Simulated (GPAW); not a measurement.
# Magnetic state of 1 ML Cr on Rh(001), 3 substrate layers from several starts, part 2 of 2

Wanted: the moments of 1 ML Cr on Rh(001), 3 substrate layers and the energy of each order that was tried.

GPAW 26.7.0; PBE; plane waves with GPAW's PAW setups, scalar-relativistic.

So far, largest spin moment in the augmentation sphere (μB): step 2 (run 1 (ferro +)) 3.08; step 3 (run 2 (antiferro q=(0,1/2,0) +-)) 2.93.

## 4. Run 3 (antiferro q=(1/2,1/2,0) +-)

An opposed order shows whether the pairs that it reverses prefer unlike signs.

This order needs a doubled cell of 8 atoms. Its mesh is chosen so that both cells sample the same points.

File order3.py:

```python
import json
import numpy as np
from ase import Atoms
from ase.parallel import paropen, parprint
from gpaw import GPAW

atoms = Atoms(['Rh', 'Rh', 'Rh', 'Rh', 'Rh', 'Rh', 'Cr', 'Cr'],
    cell=[[5.36793, 0.0, 0.0],
         [2.683965, 2.683965, 0.0],
         [0.0, 0.0, 19.604832]],
    scaled_positions=[[0.0, 0.0, 0.357055],
         [0.5, 0.0, 0.357055],
         [0.0, 0.5, 0.45386],
         [0.5, 0.5, 0.45386],
         [0.0, 0.0, 0.550665],
         [0.5, 0.0, 0.550665],
         [0.0, 0.5, 0.642945],
         [0.5, 0.5, 0.642945]],
    pbc=True,
    magmoms=[0.0, 0.0, 0.0, 0.0, 0.0, 0.0, 2.5, -2.5])
atoms.calc = GPAW(mode={'name': 'pw', 'ecut': 500},
    xc='PBE',
    kpts={'size': (6, 12, 1), 'gamma': True},
    occupations={'name': 'fermi-dirac', 'width': 0.05},
    convergence={'density': 1e-05, 'energy': 1e-05},
    maxiter=250,
    symmetry={'tolerance': 1e-4},
    txt='order3.txt')
e = atoms.get_potential_energy(force_consistent=True)
res = {'free_energy': e, 'energy_sigma0': atoms.get_potential_energy(), 'fermi_energy': atoms.calc.get_fermi_level()}
res['moments'] = atoms.get_magnetic_moments().tolist()
res['total'] = atoms.get_magnetic_moment()
parprint('site moments (muB):', np.round(res['moments'], 3))
parprint(f"total moment: {res['total']:.3f} muB")
parprint(f'free energy: {e:.6f} eV')
atoms.calc.write('order3.gpw')
with paropen('results.json', 'w') as f:
    json.dump(res, f)
```

Launch:

```
$ OMP_NUM_THREADS=1 mpirun -n 4 gpaw python order3.py > order3.log
```

Numbers of over 12 decimals in the logs are rounded to 6 here.

The program printed:

```text
site moments (muB): [ 0.    -0.     0.097 -0.097 -0.     0.     2.865 -2.865]
total moment: -0.000 muB
free energy: -58.235500 eV

--- order3.txt ---
Input parameters:
  mode=PW(ecut=500),
  convergence={'density': 1e-05, 'energy': 1e-05},
  kpts=MonkhorstPack(size=(6, 12, 1), gamma=True),
  maxiter=250,
  occupations=Occupations(name='fermi-dirac', width=0.05),
  symmetry=Symmetry(tolerance=0.0001),
[...]
|         41 |         0.446 |     1.000 |         0.446 |     1.000 |
[...]
|         51 |         2.085 |     0.000 |         2.085 |     0.000 |
|         52 |         2.104 |     0.000 |         2.104 |     0.000 |
|         53 |         2.205 |     0.000 |         2.205 |     0.000 |
|        ... |               |           |               |           |
|         65 |         6.522 |     0.000 |         6.522 |     0.000 |

No gap
No difference between direct/indirect transitions

[key lines of the parts left out:]
Free energy:     -58.235500
Converged in 40 steps
dipole moment: (-93.766569, -32.288265, 0.090439)  # |e|*Ang
Fermi level: 1.509
```

Run time: 12 min. Hardware: 4 MPI ranks of Arm Neoverse V1, shared host; peak memory 2.1 GiB; 49 min of CPU time.

Spin moment in the augmentation sphere by atom:

```
atom  spin moment in the augmentation sphere (μB)
 Rh1                                         0.00
 Rh2                                         0.00
 Rh3                                         0.10
 Rh4                                        -0.10
 Rh5                                         0.00
 Rh6                                         0.00
 Cr7                                         2.86
 Cr8                                        -2.86
```

Numbers from this step:

```yaml
magnetization: 0 μB
final_state: antiferromagnetic
```

It lies 321 meV a seeded atom under the first start, and its largest moment is 2.86 μB against 3.08 μB.

## 5. Order 4, typed as no spin polarisation

A run without seeds gives the energy of the state without moments.

File nospin.py:

```python
import json
import numpy as np
from ase import Atoms
from ase.parallel import paropen, parprint
from gpaw import GPAW

atoms = Atoms(['Rh', 'Rh', 'Rh', 'Cr'],
    cell=[[2.683965, 0.0, 0.0],
         [0.0, 2.683965, 0.0],
         [0.0, 0.0, 19.604832]],
    scaled_positions=[[0.0, 0.0, 0.357055],
         [0.5, 0.5, 0.45386],
         [0.0, 0.0, 0.550665],
         [0.5, 0.5, 0.642945]],
    pbc=True)
atoms.calc = GPAW(mode={'name': 'pw', 'ecut': 500},
    xc='PBE',
    kpts={'size': (12, 12, 1), 'gamma': True},
    occupations={'name': 'fermi-dirac', 'width': 0.05},
    convergence={'density': 1e-05, 'energy': 1e-05},
    maxiter=250,
    symmetry={'tolerance': 1e-4},
    txt='nospin.txt')
e = atoms.get_potential_energy(force_consistent=True)
res = {'free_energy': e, 'energy_sigma0': atoms.get_potential_energy(), 'fermi_energy': atoms.calc.get_fermi_level()}
parprint(f'free energy: {e:.6f} eV')
atoms.calc.write('nospin.gpw')
with paropen('results.json', 'w') as f:
    json.dump(res, f)
```

Launch:

```
$ OMP_NUM_THREADS=1 mpirun -n 4 gpaw python nospin.py > nospin.log
```

The program printed:

```text
free energy: -28.552995 eV

--- nospin.txt ---
Input parameters:
  mode=PW(ecut=500),
  convergence={'density': 1e-05, 'energy': 1e-05},
  kpts=MonkhorstPack(size=(12, 12, 1), gamma=True),
  maxiter=250,
  occupations=Occupations(name='fermi-dirac', width=0.05),
  symmetry=Symmetry(tolerance=0.0001),
  xc=XC(name='PBE')

Diagonalizing LCAO Hamiltonian
Converting LCAO to pw mode
   .------.
  /|      |
 * |      |
[...]
|          0 |       -45.499 |     2.000 |
|        ... |               |           |
|         18 |        -0.067 |     2.000 |
|         19 |        -0.008 |     2.000 |
|         20 |         0.156 |     2.000 |
|         21 |         0.156 |     2.000 |
[...]
|         31 |         2.606 |     0.000 |
|         32 |         2.901 |     0.000 |
|         33 |         3.833 |     0.000 |
|         34 |         6.057 |     0.000 |

No gap
No difference between direct/indirect transitions

[key lines of the parts left out:]
Free energy:     -28.552995
Converged in 25 steps
dipole moment: (-16.168293, -16.168293, 0.030553)  # |e|*Ang
Fermi level: 1.394
```

Run time: 35 s. Hardware: 4 MPI ranks; peak memory 0.91 GiB; 2.3 min of CPU time.

Numbers from this step:

```yaml
final_state: non-magnetic (no spin polarisation)
```

It lies 244 meV a seeded atom over the first start.

## 6. The states side by side

These are free energies at a smearing of 0.05 eV, so its entropy term is in the differences. They are divided by the number of seeded atoms, so that cells of unlike size compare. Wavevectors q in the names are fractions of the reciprocal vectors of the first run's cell.

Orders:

```
                     start        final state  typed order kept  energy over the lowest (meV a seeded atom)  largest site moment (μB)  net moment (μB a primitive cell)  mesh matched  CPU time (s)
                   ferro +      ferromagnetic               yes                                       321.1                     3.082                             3.504           yes         535.5
  antiferro q=(0,1/2,0) +-  antiferromagnetic               yes                                       66.42                     2.926                                 0           yes          2636
antiferro q=(1/2,1/2,0) +-  antiferromagnetic               yes                                           0                     2.865                                 0           yes          2918
      no spin polarisation       non-magnetic                 -                                       564.8                         0                                 0           yes         140.2
```

## 7. Summary of results

| Item | Value |
| --- | --- |
| lowest state found | antiferromagnetic (typed antiferro q=(1/2,1/2,0) +-) |
| largest site moment | 2.86 μB |
| next state | antiferromagnetic, 66.4 meV a seeded atom higher |
| energy gained by spin polarisation | 565 meV a seeded atom |

**Reading.** The lowest state found is antiferromagnetic, reached from the start antiferro q=(1/2,1/2,0) +-, with moments up to 2.86 μB. The next state costs 66 meV a seeded atom. This is the lowest of 4 finished starts, no proof of the ground state.

[Logs and program files are shortened in this print: banners, set-up blocks, solver, clock and traceback lines can be left out without a mark of their own.]

[Logs are printed without paths, hosts, clocks, repeated set-up lines and the standing remarks that a program may print on its own settings, such as how far it seeks lower states.]

[Hosts, paths, dates, database ids (printed as entryN), source tags and the programs' standing remarks are cut or masked in the printed files.]

[Where a cell is said to come from a database of computed structures, the database is the Materials Project.]
